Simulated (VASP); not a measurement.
Input of a VASP 6.6.1 run:

The input INCAR:

```
PREC     = Accurate       # precision mode
ENCUT    = 750            # plane-wave cutoff, eV
EDIFF    = 1E-8           # SCF threshold, eV
ISMEAR   = 0              # smearing method
SIGMA    = 0.02           # smearing width, eV
LREAL    = False          # projectors in reciprocal space
LASPH    = True           # aspherical terms in the spheres
NELM     = 100            # most SCF steps
ALGO     = Normal         # electronic algorithm
ISIF     = 2              # what is computed and relaxed
LWAVE    = False          # write WAVECAR
LCHARG   = False          # write CHGCAR
MAGMOM   = 0 0 0 0 0 0    # initial moments
LORBIT   = 11             # projections on sites
LSORBIT  = True           # spin-orbit coupling
GGA_COMPAT= False        
GGA      = PS             # functional
NBANDS   = 34             # bands
```

Contents of KPOINTS:

```
regular mesh
0
Gamma
  10 10 10
```

Contents of POSCAR:

```
CdS
1.0
    0.0000000000      2.9165000000      2.9165000000
    2.9165000000      0.0000000000      2.9165000000
    2.9165000000      2.9165000000      0.0000000000
Cd S
1 1
Direct
    0.0000000000      0.0000000000      0.0000000000
    0.7500000000      0.7500000000      0.7500000000
```

Potentials or basis: VASP PAW PBE potentials, release 64 (Cd, S).

The run is started by

```bash
$ cat potpaw_PBE.64/Cd/POTCAR potpaw_PBE.64/S/POTCAR > POTCAR
$ mpirun -np 1 vasp_ncl > vasp.out
```

Question: Predict the pressure.

Answer: 0.1 GPa.

Caveat: the PAW data sets were made with another functional, which shifts forces and pressure a little.
